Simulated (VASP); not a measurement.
Runs of VASP 6.6.1 on Lu. It takes space group P6_3/mmc (No. 194, hexagonal). The conventional cell has a = 3.514 Å, b = 3.514 Å, c = 5.460 Å, α = 90.00°, β = 90.00°, γ = 120.00°. Lu (site symmetry -6m2) is surrounded by 12 Lu at 3.40 to 3.51 Å. 

| task | level | cell | k mesh | cutoff (eV) | gap on the mesh (eV) | pressure (GPa) | relaxed volume (Å³/atom) |
| --- | --- | --- | --- | --- | --- | --- | --- |
| relaxation of shape and atoms at fixed volume | r2SCAN | atoms relaxed at fixed volume | 12 × 12 × 7 | 600 | none | 0.0 | - |
| relaxation of shape and atoms at fixed volume | r2SCAN | atoms relaxed at fixed volume from: a relaxed cell with its volume scaled by 0.94 | 12 × 12 × 7 | 600 | none | 3.3 | - |
| relaxation of shape and atoms at fixed volume | PBE+D3(BJ) | atoms relaxed at fixed volume from: a relaxed cell with its volume scaled by 0.96 | 12 × 12 × 7 | 600 | none | 2.1 | - |
| relaxation of cell and atoms | PBEsol | relaxed | 12 × 12 × 7 | 600 | none | 0.0 | 27.65 |
| relaxation of shape and atoms at fixed volume | r2SCAN | atoms relaxed at fixed volume from: a relaxed cell with its volume scaled by 0.98 | 12 × 12 × 7 | 600 | none | 1.0 | - |
| relaxation of cell and atoms | PBE | relaxed | 6 × 6 × 4 | 300 | none | 0.0 | (b) |
| relaxation of shape and atoms at fixed volume | LDA | atoms relaxed at fixed volume | 12 × 12 × 7 | 600 | none | -0.3 | - |
| relaxation of cell and atoms | r2SCAN | relaxed | 12 × 12 × 7 | 600 | none | 0.0 | 29.19 |
| relaxation of shape and atoms at fixed volume | PBEsol | atoms relaxed at fixed volume from: a relaxed cell with its volume scaled by 1.02 | 12 × 12 × 7 | 600 | none | -1.0 | - |
| relaxation of cell and atoms | LDA | relaxed | 12 × 12 × 7 | 600 | none | 0.0 | (a) |
| relaxation of cell and atoms | PBE+D3(BJ) | relaxed | 12 × 12 × 7 | 600 | none | 0.0 | 27.95 |

Alike in all rows: potentials or basis VASP PAW PBE potentials, release 64 (Lu); no spin polarisation; smearing methfessel-paxton 0.1 eV.

Q: Fill in the values left out.

A: (a) 26.28; (b) 28.95.

Caveats: the PAW data sets were made with another functional, which shifts forces and pressure a little (some runs); the relaxation stopped at its first step, so nothing moved (some runs); pairwise dispersion overbinds metals, which lowers pressure and volume (some runs); the cutoff is under 1.25 times the usual one of these potentials, so pressure, stress and relaxed cells hold a basis-set (Pulay) error (some runs); the volume moved by -11 % from the deposited cell, more than functionals usually miss (some runs).

A k mesh can miss the band edges, and the runs leave out spin-orbit coupling on Lu.

A gap of «none» marks a metal or a gap under the smearing width.
